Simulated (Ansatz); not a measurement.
**PbO₂: a ladder of calculations**

Cell of run 1: a structure deposited in the COD, taken as it stands.

Space group Pbcn (No. 60); a = 4.9470, b = 5.9510, c = 5.4970 Å.

```csv
site,Wyckoff,site symmetry,x,y,z
Pb,4c,.2.,0.0000,0.1780,0.2500
O,8d,1,0.2760,0.4100,0.4250
```

One atom of each set is listed.

Relaxed positions (PBE, cell held):

Pb (0.0000, 0.1809, 0.2500)
O (0.2607, 0.4110, 0.4327)

All runs are DFT with Ansatz 0.2.0 (plane waves and PAW, scalar-relativistic unless spin–orbit coupling is named, Γ-centred meshes, Fermi–Dirac smearing where given) in this cell.

Run 1: PBE, atoms as given; 420 eV, 7×6×6 k-points, smearing 0.05 eV.
Run 2: PBE, atoms relaxed; 420 eV, 7×6×6 k-points, smearing 0.05 eV.
Run 3: r2SCAN, at the relaxed atoms; 500 eV, 7×6×6 k-points, smearing 0.05 eV.

```json
{"run": "1", "Pb V_zz (η)": "-5.94 (0.43)", "O V_zz (η)": "-11.87 (0.36)"}
{"run": "2", "Pb V_zz (η)": "?", "O V_zz (η)": "?"}
{"run": "3", "Pb V_zz (η)": "-7.52 (0.15)", "O V_zz (η)": "-11.42 (0.46)"}
```

V_zz in 10²¹ V/m².

(1) Estimate the row of run 2.

Answers

(1) Pb: -7.50 (0.17); O: -11.32 (0.46). It lies nearest to run 3, from whose tensors on these sites it differs by 0.12 at most (largest principal value of the difference, on O). Taken one at a time, the positions of the atoms (as given or relaxed) move the tensors on these sites by up to 2.66 (largest principal value of the change, on Pb), the functional (r2SCAN with its higher cutoff) by 0.12 (O). On Pb V_xx and V_yy change places between runs (or their axes turn by over 50°), so η hides a larger change.

Leaving out spin–orbit coupling shifts gradients on Pb by a few per cent in wide-gap crystals, and can shift them far more where the calculated gap is small or absent, as here. Semilocal functionals make gaps too small and can close them, so the real compound need not be a metal. In runs 1, 2, 3 there is no gap above 0.1 eV, so the gradients can move by 10 % or more with the k-mesh. In run 1 the atoms aren't at the calculated equilibrium (largest force 1.0 eV/Å). The cell isn't the equilibrium one in runs 1, 2 (calculated pressure 10, 8 GPa), and the entry's cell may itself be off.
